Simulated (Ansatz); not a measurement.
Input and output for CdS (CsCl type): DFT, PBE, all-electron LAPW, scalar-relativistic (Ansatz 0.2.0).

The cell comes from a relaxation on PAW files under the same functional, begun from a prototype that needn't be the stable phase.

Command: `ansatz run input.yaml --threads 1 --pin off --max-ram 2048MiB --backend cpu --events-out ev --progress --plain --runs-dir out` It took 13 s on 1 thread of Intel(R) Xeon(R) 6975P-C (Granite Rapids) (shared host), peak memory 0.42 GiB.

```yaml
crystal:
  lattice:
    - [3.4101975917, 0.0, 0.0]
    - [0.0, 3.4101975917, 0.0]
    - [0.0, 0.0, 3.4101975917]
  atoms:
    - { symbol: Cd, position: [0.0, 0.0, 0.0] }
    - { symbol: S, position: [0.5, 0.5, 0.5] }
kpoints:
  mp_grid: { grid: [14, 14, 14] }
  band_path:
    path:
      - [0.0, 0.0, 0.0]
      - [0.0, 0.5, 0.0]
      - [0.5, 0.5, 0.0]
      - [0.0, 0.0, 0.0]
      - [0.5, 0.5, 0.5]
      - [0.0, 0.5, 0.0]
      - [0.5, 0.5, 0.5]
      - [0.5, 0.5, 0.0]
    npoints: 14
scf:
  occupations: { method: fermi_dirac, width: 0.05 }
hamiltonian:
  xc: pbe
  pseudopotentials: { kind: all_electron, lapw: { basis_error: 0.001 } }
output:
  forces: true
  stress: true
  eigenvalues: true
  populations: true
  dos: { projected: true, de: 0.2, e_range: [-14, 8] }
```

Output:

```
Cd: projections on atomic orbitals take those of the free atom 1s2 2s2 2p6 3s2 3p6 3d10 4s2 4p6 4d10 5s2, of charge +0.00 (hamiltonian.pseudopotentials.projection_atoms)
S: projections on atomic orbitals take those of the free atom 1s2 2s2 2p6 3s2 3p4, of charge +0.00 (hamiltonian.pseudopotentials.projection_atoms)
LAPW: plane waves up to 6.815 Å⁻¹, error target 1.0e-3 eV per atom; small_component_spin mean_spin; S in spheres of 1.313 Å, 14 of its electrons in bands, Dirac shells []; Cd in spheres of 1.641 Å, 20 of its electrons in bands, Dirac shells [] (how accurate: hamiltonian.pseudopotentials.lapw.basis_error, Limitations)
Engine: ansatz 0.2.0
Pseudopotentials: kind: all_electron
Pseudopotential: Cd, LAPW, valence charge 20, lapw/all_electron/scalar/gaussian/Cd, Koelling and Harmon's equation, gaussian nucleus
Pseudopotential: S, LAPW, valence charge 14, lapw/all_electron/scalar/gaussian/S, Koelling and Harmon's equation, gaussian nucleus
Functional definition: PBE
  parameter kappa = 0.804
  parameter beta = 0.06672455060314922
  exchange = pbe_x(kappa = kappa, mu = beta*pi^2/3)
  correlation = pbe_c(beta = beta)
Crystal: 2 atoms, lattice volume = 39.659 Å³
Basis set: ecut = 176.92661949926614 eV, 203 PW (Γ), exchange–correlation at level 2
Bands: 21, of which v1, the nominal top of the filled ones, is band 17 counted from 1 (16 counted from 0)
Symmetry: 48 space group operations
Space group: Pm-3m (ITA 221), of the structure as read, at distance tolerance 3.4e-5 Å
k-points: 120 of 2744
Non-local potential: Cd, projectors of the file, none
Non-local potential: S, projectors of the file, none
Initial density: superposition of atomic densities (chi_scale 0.1, normalization cell, long waves kept (reshape's long-wave potential 0.00 eV rms))
Initial wavefunctions: plane waves of lowest kinetic energy (no species holds an atomic orbital)
Functional: x = pbe(κ = 0.804, μ = 0.2195149727645171), c = pbe(β = 0.06672455060314922)
iter 1 solved again at ethr=5.32e-3 eV; its pass at ethr=1.00e-1 eV (dr2=1.81e0 eV) is discarded
SCF iter   1: F=—  HF=-163098.981151 eV  |F-HF|=—  |Δ(HF+E_count)|=         —  Δρ=4.53e-2  dr2=1.81e0  ethr=5.32e-3  ⟨swp⟩=2.0  Hψ=16840  notcnv=0
preconditioner: auto → Resta (q_TF=auto, 2.659 Å⁻¹)  ε∞=5.5  [insulator: Δε(μ)=0.456 eV  Ē_g=11.810 eV  σ=0.050 eV  W_gap=0.94  n_scr=18 (ndim 8)  ℏωp=25.0 eV  f_vac=0.000  D(μ)=0.01/eV (n_scr^D=0)  ε∞_Penn≈5.5]
iter 2 solved again at ethr=4.71e-4 eV; its pass at ethr=5.32e-3 eV (dr2=1.60e-1 eV) is discarded
SCF iter   2: F=—  HF=-163098.185582 eV  |F-HF|=—  |Δ(HF+E_count)|=   7.96e-1  Δρ=1.31e-2  dr2=1.60e-1  ethr=4.71e-4  ⟨swp⟩=2.0  Hψ=13085  notcnv=0
preconditioner: auto → Kerker (q_TF=auto, 2.659 Å⁻¹)  [metal: Δε(μ)=0.019 eV  Ē_g=12.287 eV  σ=0.050 eV  W_gap=0.10  n_scr=18 (ndim 8)  ℏωp=25.0 eV  f_vac=0.000  D(μ)=1.26/eV (n_scr^D=6)]
SCF iter   3: F=—  HF=-163098.168622 eV  |F-HF|=—  |Δ(HF+E_count)|=         —  Δρ=1.16e-2  dr2=1.33e-1  ethr=4.70e-4  ⟨swp⟩=2.0  Hψ=7410  notcnv=0
the basis was enlarged: its passes take 171.0 KiB over the memory plan, 1 of 1 planned eigensolver slots
SCF iter   4: F=—  HF=-163098.147506 eV  |F-HF|=—  |Δ(HF+E_count)|=   2.11e-2  Δρ=3.84e-3  dr2=1.33e-2  ethr=3.90e-4  ⟨swp⟩=2.0  Hψ=7416  notcnv=0
SCF iter   5: F=—  HF=-163098.147840 eV  |F-HF|=—  |Δ(HF+E_count)|=   3.34e-4  Δρ=1.55e-3  dr2=1.73e-3  ethr=3.92e-5  ⟨swp⟩=2.0  Hψ=7444  notcnv=0
SCF iter   6: F=—  HF=-163098.148235 eV  |F-HF|=—  |Δ(HF+E_count)|=   3.95e-4  Δρ=5.53e-4  dr2=2.11e-4  ethr=5.09e-6  ⟨swp⟩=2.0  Hψ=7438  notcnv=0
SCF iter   7: F=—  HF=-163098.148244 eV  |F-HF|=—  |Δ(HF+E_count)|=   9.29e-6  Δρ=1.85e-4  dr2=1.68e-5  ethr=6.20e-7  ⟨swp⟩=2.0  Hψ=7438  notcnv=0
SCF iter   8: F=—  HF=-163098.148250 eV  |F-HF|=—  |Δ(HF+E_count)|=   5.40e-6  Δρ=4.42e-5  dr2=1.22e-6  ethr=4.94e-8  ⟨swp⟩=2.0  Hψ=7438  notcnv=0
SCF iter   9: F=-163098.148249 eV  HF=-163098.148249 eV  |F-HF|=1.69e-9  |Δ(HF+E_count)|=   2.82e-7  Δρ=9.71e-6  dr2=2.44e-8  ethr=3.58e-9  ⟨swp⟩=2.0  Hψ=7438  notcnv=0
SCF 1 converged in 9 iterations: F = -163098.148249 eV  dr2 = 2.44e-8
NSCF: frozen V_eff on 99 k-points
SCF converged after 9 iterations
Free energy (F): -163098.148249 eV
Harris-Foulkes:  -163098.148249 eV  (|F-HF|=1.69e-9)
Internal energy: -163098.137691 eV  (E = F + TS)
E sigma→0 (E₀):  -163098.142970 eV
Entropy (-TS):   -0.010559 eV (-5.279 meV/atom)
Fermi energy:    11.838051 eV
--- Per-component energies (eV) ---
  E_band       = -1613.925540
  E_kinetic    = 170385.159449
  E_xc         = -4907.487536
  E_electrostatic = -328575.809604  (all electrons and nuclei)
  E_smearing   = -0.010559  (= −TS)
  E_closure    = 0.000000  (closes the sum)
  E_atoms      = -163093.279048  (free atoms, spherical and without spin; not in F)
  Σ components = -163098.148249   (vs F -163098.148249, Δ=0.00e0)
  Basis errors (estimates in eV, not in F): energy 2.8e-4 per atom: plane waves 2.4e-4 (1.3e-4 summed), levels above the bands 1.1e-65, relativity 3.7e-8, radial functions 3.6e-5, core shells 3.0e-9; eigenvalues (radial functions only) 1.5e-5; not estimated: angular momenta, meshes, grids; target (lapw.basis_error) 1.0e-3; muffin-tin radii S 1.313 Å, Cd 1.641 Å
--- Forces (eV/Å), atoms counted from 1 ---
  atom   1  Cd    -0.00000000    -0.00000000    -0.00000000
  atom   2  S      0.00000000    -0.00000000    -0.00000000
  max |Σ_I F_I| component: 1.53e-30 eV/Å
--- Stress (GPa, compression-positive) ---
        0.005177      -0.000000       0.000000
       -0.000000       0.005177       0.000000
        0.000000       0.000000       0.005177
  P = ⅓ Tr σ = 0.0052 GPa (0.052 kbar)
--- Band table (eV; the first three rows and the last of 120) ---
  k-point 0: bands = ["-193.1074", "-137.8860", "-137.8860", "-137.8860", "-90.5525", "-51.6207", "-51.6207", "-51.6207", "-1.4506", "3.1485", "3.1485", "3.7142", "3.7142", "3.7142", "10.6855", "10.6855", "10.6855", "10.8570", "18.4877", "18.4877", "23.4625"]
  k-point 1: bands = ["-193.1074", "-137.8860", "-137.8860", "-137.8860", "-90.5525", "-51.6209", "-51.6206", "-51.6206", "-1.4100", "3.1516", "3.1646", "3.7004", "3.7004", "3.7154", "9.8339", "10.7361", "10.7361", "11.6191", "18.5105", "18.6453", "23.0579"]
  k-point 2: bands = ["-193.1074", "-137.8860", "-137.8860", "-137.8860", "-90.5524", "-51.6217", "-51.6206", "-51.6206", "-1.2920", "3.1604", "3.2077", "3.6624", "3.6624", "3.7189", "8.8767", "10.8814", "10.8814", "12.3437", "18.5771", "18.9706", "22.2009"]
  k-point 119: bands = ["-193.1074", "-137.8860", "-137.8860", "-137.8860", "-90.5519", "-51.6254", "-51.6254", "-51.6254", "0.9716", "3.0307", "3.0307", "3.0307", "3.9124", "3.9124", "9.8690", "9.8690", "9.8690", "13.6965", "13.6965", "13.6965", "14.6578"]
--- Löwdin populations: 2 sites ---
  site symbol       q [e]
     0     Cd     46.8168
     1      S     16.9815
  spilling = 0.003151 (of n_electrons = 64.000000)
```

populations.tsv:

```
# site	symbol	l	j	q
# orbitals = lowdin
# n_electrons = 64.000000
# spilling = 0.003151
# projection_atom_Cd: 1s2 2s2 2p6 3s2 3p6 3d10 4s2 4p6 4d10 5s2
# projection_atom_S: 1s2 2s2 2p6 3s2 3p4
0	Cd	0_1S	-	2.000000
0	Cd	0_2S	-	1.999990
0	Cd	0_3S	-	1.999840
0	Cd	0_4S	-	1.997256
0	Cd	0_5S	-	0.834668
0	Cd	1_2P	-	6.000000
0	Cd	1_3P	-	5.999998
0	Cd	1_4P	-	5.999704
0	Cd	2_3D	-	10.000000
0	Cd	2_4D	-	9.985386
1	S	0_1S	-	1.999994
1	S	0_2S	-	1.999577
1	S	0_3S	-	1.958589
1	S	1_2P	-	5.999911
1	S	1_3P	-	5.023417
```

Next run (volume at 0.94 of the series' base cell), as changes to the input before:

```diff
   lattice:
-    - [3.4101975917, 0.0, 0.0]
-    - [0.0, 3.4101975917, 0.0]
-    - [0.0, 0.0, 3.4101975917]
+    - [3.3405821888, 0.0, 0.0]
+    - [0.0, 3.3405821888, 0.0]
+    - [0.0, 0.0, 3.3405821888]
   atoms:
   mp_grid: { grid: [14, 14, 14] }
-  band_path:
-    path:
-      - [0.0, 0.0, 0.0]
-      - [0.0, 0.5, 0.0]
-      - [0.5, 0.5, 0.0]
-      - [0.0, 0.0, 0.0]
-      - [0.5, 0.5, 0.5]
-      - [0.0, 0.5, 0.0]
-      - [0.5, 0.5, 0.5]
-      - [0.5, 0.5, 0.0]
-    npoints: 14
 scf:
   populations: true
-  dos: { projected: true, de: 0.2, e_range: [-14, 8] }
```

Command: `ansatz run input.yaml --threads 1 --pin off --max-ram 2048MiB --backend cpu --events-out ev --progress --plain --runs-dir out` It took 11 s on 1 thread of Intel(R) Xeon(R) 6975P-C (Granite Rapids), with other jobs on the host, peak memory 0.43 GiB.

Results part of the output:

```
SCF 1 converged in 9 iterations: F = -163098.113368 eV  dr2 = 3.25e-8
SCF converged after 9 iterations
Free energy (F): -163098.113368 eV
Harris-Foulkes:  -163098.113368 eV  (|F-HF|=2.90e-8)
Internal energy: -163098.103287 eV  (E = F + TS)
E sigma→0 (E₀):  -163098.108327 eV
Entropy (-TS):   -0.010081 eV (-5.041 meV/atom)
Fermi energy:    12.974829 eV
--- Per-component energies (eV) ---
  E_band       = -1578.979791
  E_kinetic    = 170388.512479
  E_xc         = -4908.379056
  E_electrostatic = -328578.236710  (all electrons and nuclei)
  E_smearing   = -0.010081  (= −TS)
  E_closure    = 0.000000  (closes the sum)
  E_atoms      = -163093.279048  (free atoms, spherical and without spin; not in F)
  Σ components = -163098.113368   (vs F -163098.113368, Δ=0.00e0)
  Basis errors (estimates in eV, not in F): energy 2.8e-4 per atom: plane waves 2.5e-4 (1.3e-4 summed), levels above the bands 5.6e-66, relativity 5.1e-8, radial functions 3.1e-5, core shells 5.3e-9; eigenvalues (radial functions only) 6.3e-6; not estimated: angular momenta, meshes, grids; target (lapw.basis_error) 1.0e-3; muffin-tin radii S 1.281 Å, Cd 1.612 Å
--- Forces (eV/Å), atoms counted from 1 ---
  atom   1  Cd    -0.00000000    -0.00000000     0.00000000
  atom   2  S      0.00000000     0.00000000    -0.00000000
  max |Σ_I F_I| component: 9.66e-31 eV/Å
--- Stress (GPa, compression-positive) ---
        4.972828       0.000000       0.000000
        0.000000       4.972828       0.000000
        0.000000       0.000000       4.972828
  P = ⅓ Tr σ = 4.9728 GPa (49.728 kbar)
--- Band table (eV; the first three rows and the last of 120) ---
  k-point 0: bands = ["-192.0300", "-136.8060", "-136.8060", "-136.8060", "-89.4861", "-50.5548", "-50.5548", "-50.5548", "-0.7570", "4.1236", "4.1236", "4.7843", "4.7843", "4.7843", "11.6955", "11.6955", "11.6955", "12.2359", "19.5621", "19.5621", "25.1930"]
  k-point 1: bands = ["-192.0300", "-136.8060", "-136.8060", "-136.8060", "-89.4861", "-50.5552", "-50.5548", "-50.5548", "-0.7119", "4.1274", "4.1413", "4.7675", "4.7675", "4.7858", "10.9161", "11.7525", "11.7525", "12.9141", "19.5808", "19.7474", "24.6823"]
  k-point 2: bands = ["-192.0300", "-136.8060", "-136.8060", "-136.8060", "-89.4861", "-50.5563", "-50.5547", "-50.5547", "-0.5802", "4.1383", "4.1885", "4.7213", "4.7213", "4.7900", "9.8954", "11.9159", "11.9159", "13.6688", "19.6354", "20.1697", "23.6894"]
  k-point 119: bands = ["-192.0300", "-136.8060", "-136.8060", "-136.8060", "-89.4852", "-50.5612", "-50.5612", "-50.5612", "2.0253", "3.9506", "3.9506", "3.9506", "5.0180", "5.0180", "10.9173", "10.9173", "10.9173", "14.6495", "14.6495", "14.6495", "16.1135"]
--- Löwdin populations: 2 sites ---
  site symbol       q [e]
     0     Cd     46.7998
     1      S     16.9930
  spilling = 0.003237 (of n_electrons = 64.000000)
```

Next run (volume at 0.88 of the series' base cell), as changes to the input before:

```diff
   lattice:
-    - [3.3405821888, 0.0, 0.0]
-    - [0.0, 3.3405821888, 0.0]
-    - [0.0, 0.0, 3.3405821888]
+    - [3.2679376914, 0.0, 0.0]
+    - [0.0, 3.2679376914, 0.0]
+    - [0.0, 0.0, 3.2679376914]
   atoms:
```

Command: `ansatz run input.yaml --threads 1 --pin off --max-ram 2048MiB --backend cpu --events-out ev --progress --plain --runs-dir out` It took 9.4 s on 1 thread of Intel(R) Xeon(R) 6975P-C (Granite Rapids), with other jobs on the host, peak memory 0.42 GiB.

Results part of the output:

```
SCF 1 converged in 7 iterations: F = -163097.990682 eV  dr2 = 8.77e-9
SCF converged after 7 iterations
Free energy (F): -163097.990682 eV
Harris-Foulkes:  -163097.990682 eV  (|F-HF|=1.76e-8)
Internal energy: -163097.981191 eV  (E = F + TS)
E sigma→0 (E₀):  -163097.985936 eV
Entropy (-TS):   -0.009491 eV (-4.746 meV/atom)
Fermi energy:    14.271180 eV
--- Per-component energies (eV) ---
  E_band       = -1539.619019
  E_kinetic    = 170392.630941
  E_xc         = -4909.417935
  E_electrostatic = -328581.194197  (all electrons and nuclei)
  E_smearing   = -0.009491  (= −TS)
  E_closure    = 0.000000  (closes the sum)
  E_atoms      = -163093.279048  (free atoms, spherical and without spin; not in F)
  Σ components = -163097.990682   (vs F -163097.990682, Δ=0.00e0)
  Basis errors (estimates in eV, not in F): energy 2.8e-4 per atom: plane waves 2.5e-4 (1.3e-4 summed), levels above the bands 3.0e-66, relativity 4.1e-8, radial functions 3.3e-5, core shells 9.7e-9; eigenvalues (radial functions only) 7.1e-6; not estimated: angular momenta, meshes, grids; target (lapw.basis_error) 1.0e-3; muffin-tin radii S 1.247 Å, Cd 1.583 Å
--- Forces (eV/Å), atoms counted from 1 ---
  atom   1  Cd     0.00000000     0.00000000     0.00000000
  atom   2  S     -0.00000000     0.00000000    -0.00000000
  max |Σ_I F_I| component: 1.97e-30 eV/Å
--- Stress (GPa, compression-positive) ---
       11.959438       0.000000       0.000000
        0.000000      11.959438      -0.000000
        0.000000      -0.000000      11.959438
  P = ⅓ Tr σ = 11.9594 GPa (119.594 kbar)
--- Band table (eV; the first three rows and the last of 120) ---
  k-point 0: bands = ["-190.8069", "-135.5797", "-135.5797", "-135.5797", "-88.2916", "-49.3611", "-49.3611", "-49.3611", "0.0168", "5.2057", "5.2057", "5.9828", "5.9828", "5.9828", "12.8420", "12.8420", "12.8420", "13.8258", "20.7798", "20.7798", "27.1563"]
  k-point 1: bands = ["-190.8069", "-135.5797", "-135.5797", "-135.5797", "-88.2916", "-49.3616", "-49.3611", "-49.3611", "0.0670", "5.2105", "5.2253", "5.9623", "5.9623", "5.9847", "12.1226", "12.9067", "12.9067", "14.4310", "20.7933", "20.9936", "26.4951"]
  k-point 2: bands = ["-190.8069", "-135.5797", "-135.5797", "-135.5797", "-88.2915", "-49.3631", "-49.3610", "-49.3610", "0.2139", "5.2240", "5.2765", "5.9058", "5.9058", "5.9899", "11.0476", "13.0919", "13.0919", "15.2026", "20.8324", "21.5151", "25.3488"]
  k-point 119: bands = ["-190.8069", "-135.5797", "-135.5797", "-135.5797", "-88.2903", "-49.3699", "-49.3699", "-49.3699", "3.2233", "4.9610", "4.9610", "4.9610", "6.2603", "6.2603", "12.1279", "12.1279", "12.1279", "15.7274", "15.7274", "15.7274", "17.7635"]
--- Löwdin populations: 2 sites ---
  site symbol       q [e]
     0     Cd     46.7829
     1      S     17.0030
  spilling = 0.003345 (of n_electrons = 64.000000)
```

Next run (volume at 0.8 of the series' base cell), as changes to the input before:

```diff
   lattice:
-    - [3.2679376914, 0.0, 0.0]
-    - [0.0, 3.2679376914, 0.0]
-    - [0.0, 0.0, 3.2679376914]
+    - [3.1657470124, 0.0, 0.0]
+    - [0.0, 3.1657470124, 0.0]
+    - [0.0, 0.0, 3.1657470124]
   atoms:
```

Results part of the output:

```
SCF 1 converged in 8 iterations: F = -163097.624484 eV  dr2 = 5.67e-10
the search or the solves at the SCF's close seem to have found levels that the self-consistency loop had missed (the run counts 1). By its estimate they hold under 1e-12 electrons; where the run keeps them, the occupations were computed again with them
SCF converged after 8 iterations
Free energy (F): -163097.624484 eV
Harris-Foulkes:  -163097.624484 eV  (|F-HF|=2.91e-10)
Internal energy: -163097.615453 eV  (E = F + TS)
E sigma→0 (E₀):  -163097.619968 eV
Entropy (-TS):   -0.009030 eV (-4.515 meV/atom)
Fermi energy:    16.290439 eV
--- Per-component energies (eV) ---
  E_band       = -1478.681702
  E_kinetic    = 170399.878337
  E_xc         = -4911.088654
  E_electrostatic = -328586.405135  (all electrons and nuclei)
  E_smearing   = -0.009030  (= −TS)
  E_closure    = 0.000000  (closes the sum)
  E_atoms      = -163093.279048  (free atoms, spherical and without spin; not in F)
  Σ components = -163097.624484   (vs F -163097.624484, Δ=0.00e0)
  Basis errors (estimates in eV, not in F): energy 2.8e-4 per atom: plane waves 2.5e-4 (1.3e-4 summed), levels above the bands 2.0e-66, relativity 8.8e-8, radial functions 3.4e-5, core shells 2.3e-8; eigenvalues (radial functions only) 5.3e-6; not estimated: angular momenta, meshes, grids; target (lapw.basis_error) 1.0e-3; muffin-tin radii S 1.201 Å, Cd 1.540 Å
--- Forces (eV/Å), atoms counted from 1 ---
  atom   1  Cd    -0.00000000     0.00000000    -0.00000000
  atom   2  S      0.00000000    -0.00000000     0.00000000
  max |Σ_I F_I| component: 1.18e-30 eV/Å
--- Stress (GPa, compression-positive) ---
       26.137179       0.000000      -0.000000
        0.000000      26.137179       0.000000
       -0.000000       0.000000      26.137179
  P = ⅓ Tr σ = 26.1372 GPa (261.372 kbar)
--- Band table (eV; the first three rows and the last of 120) ---
  k-point 0: bands = ["-188.9065", "-133.6743", "-133.6743", "-133.6743", "-86.4477", "-47.5186", "-47.5186", "-47.5186", "1.1994", "6.8557", "6.8557", "7.8327", "7.8327", "7.8327", "14.6295", "14.6295", "14.6295", "16.3565", "22.6790", "22.6790", "30.2240"]
  k-point 1: bands = ["-188.9065", "-133.6743", "-133.6743", "-133.6743", "-86.4477", "-47.5194", "-47.5185", "-47.5185", "1.2572", "6.8622", "6.8779", "7.8053", "7.8053", "7.8351", "13.9715", "14.7069", "14.7069", "16.8814", "22.6827", "22.9325", "29.2479"]
  k-point 2: bands = ["-188.9065", "-133.6743", "-133.6743", "-133.6743", "-86.4476", "-47.5217", "-47.5183", "-47.5183", "1.4268", "6.8805", "6.9344", "7.7303", "7.7303", "7.8420", "12.8388", "14.9283", "14.9283", "17.6535", "22.6935", "23.5923", "27.8812"]
  k-point 119: bands = ["-188.9065", "-133.6743", "-133.6743", "-133.6743", "-86.4454", "-47.5323", "-47.5323", "-47.5323", "5.0919", "6.4810", "6.4810", "6.4810", "8.1857", "8.1857", "14.0574", "14.0574", "14.0574", "17.4074", "17.4074", "17.4074", "20.3438"]
--- Löwdin populations: 2 sites ---
  site symbol       q [e]
     0     Cd     46.7634
     1      S     17.0104
  spilling = 0.003535 (of n_electrons = 64.000000)
```
